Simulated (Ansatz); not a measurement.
Li₈NbO₆: Electric field gradients

The cell is a Materials Project structure (computed, not necessarily an observed phase), atoms as given.

Space group P-1 (No. 2); a = 5.4311, b = 5.5388, c = 6.0256 Å, α = 91.03°, β = 115.89°, γ = 119.19°.

```
site  Wyckoff  site symmetry       x       y       z
 Li1       2i              1  0.8693  0.7641  0.3619
 Li2       2i              1  0.4120  0.8989  0.6448
 Li3       2i              1  0.7361  0.5032  0.6349
 Li4       2i              1  0.2981  0.6366  0.9670
  Nb       1a             -1  0.0000  0.0000  0.0000
 O10       2i              1  0.1319  0.9056  0.7558
 O11       2i              1  0.1541  0.7628  0.2438
 O12       2i              1  0.4812  0.3891  0.2418
```

One atom of each set is listed.

Computed with Ansatz: DFT, r2SCAN, plane waves and PAW (field gradients read without the response of the frozen cores, which leaves them typically 4 to 6 % off), scalar-relativistic, collinear spin, 500 eV cutoff, Γ-centred 8×7×7 k-points, Fermi–Dirac smearing 0.05 eV. Start moments as typed (μB): 1 on each Nb, none on the rest.

C_Q = eQV_zz/h, which is 24.18 MHz for Q = 1 b and V_zz = 10²¹ V/m²; η = (V_xx − V_yy)/V_zz.

⁷Li: I = 3/2, Q = -40.10 mb; Nb-93: I = 9/2, Q = -320.0 mb; ¹⁷O: I = 5/2, Q = -25.58 mb. Quadrupole moments are those of Pyykkö's year-2017 table.

```csv
site,atoms,first shell,"V_xx, V_yy, V_zz (10²¹ V/m²)",η,C_Q (MHz)
Li1,2,4 O at 1.90–2.04 Å; also 1 O at 3.14 Å,"0.024, 0.10, -0.12",0.61,0.121
Li2,2,"4 O at 1.92–2.08 Å; also 7 Li at 2.32–2.94 Å, 1 O at 3.13 Å","0.013, 0.093, -0.11",0.76,0.102
Li3,2,4 O at 1.89–2.04 Å; also 1 O at 3.17 Å,"0.047, 0.090, -0.14",0.31,0.132
Li4,2,6 O at 2.10–2.55 Å; also 6 Li at 2.45–2.68 Å,"-0.004, -0.082, 0.087",0.90,-0.084
Nb,1,6 O at 2.05–2.16 Å,"-0.21, -4.53, 4.74",0.91,-36.7
O10,2,"5 Li at 1.92–2.24 Å, 1 Nb at 2.05 Å; also 1 Li at 2.55 Å","-0.035, -0.88, 0.91",0.92,-0.566
O11,2,"6 Li at 1.89–2.35 Å, 1 Nb at 2.16 Å","0.43, 1.79, -2.22",0.61,1.37
O12,2,"6 Li at 1.90–2.36 Å, 1 Nb at 2.16 Å","-0.39, -1.48, 1.88",0.58,-1.16
```

At this cell the r2SCAN pressure is -6 GPa, so with r2SCAN the cell would shrink if it were relaxed. The entry's cell may itself be off. The largest force is 0.5 eV/Å, so the atoms aren't at the calculated equilibrium and relaxing them would move these values. The program didn't check the stability of this electronic state in full, so a lower one may lie near. Without spin–orbit coupling (the program notes it for Nb) the gradients can shift somewhat, as the gap is small. With a gap of 0.5 eV on this mesh, small gradients can still move by 0.1 × 10²¹ V/m² or more as the k-mesh gets denser. All moments are parallel here, as the start or the cell imposes; many such compounds order antiparallel, where fields and spin densities carried over to other atoms largely cancel. The magnetic order is the one that the run reached from its start moments, not necessarily the measured one.

The run took 6.5 min of wall time (6.4 min of CPU time) and 2.5 GiB at its peak, on 1 thread of Intel Xeon Platinum 8488C (Sapphire Rapids) (x86_64; 16 cores open to the job, memory cap 3.0 GiB, no GPU), a shared host with a load of 0.3 a core.
